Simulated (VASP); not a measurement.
AlN:

```
CELL_PARAMETERS angstrom
0.00000 2.18399 2.18399
2.18399 0.00000 2.18399
2.18399 2.18399 0.00000
ATOMIC_POSITIONS crystal
Al 0.00000 0.00000 0.00000
N 0.25000 0.25000 0.25000
```

Measurements of this composition are mostly on another form, of space group No. 186.

Base run:

* Program: VASP 6.6.1
* Functional: PBE0
* Potentials or basis: VASP PAW PBE potentials, release 64 (Al, N)
* Cutoff: 520 eV
* k mesh: 8 × 8 × 8
* Occupations: gaussian, width 0.02 eV
* Spin: no spin polarisation

Its results: band gap on the k mesh 5.29 eV, indirect (least direct gap 6.28 eV); pressure -0.5 GPa.

**Question.** The run is repeated on the same cell with these changes: functional from PBE0 to HSE06. What comes out?

**Answer.** Band gap on the k mesh 4.57 eV, indirect (least direct gap 5.57 eV); pressure -0.6 GPa.

Caveats: the PAW data sets were made with another functional, which shifts forces and pressure a little.

Not every run made on this cell is shown here.
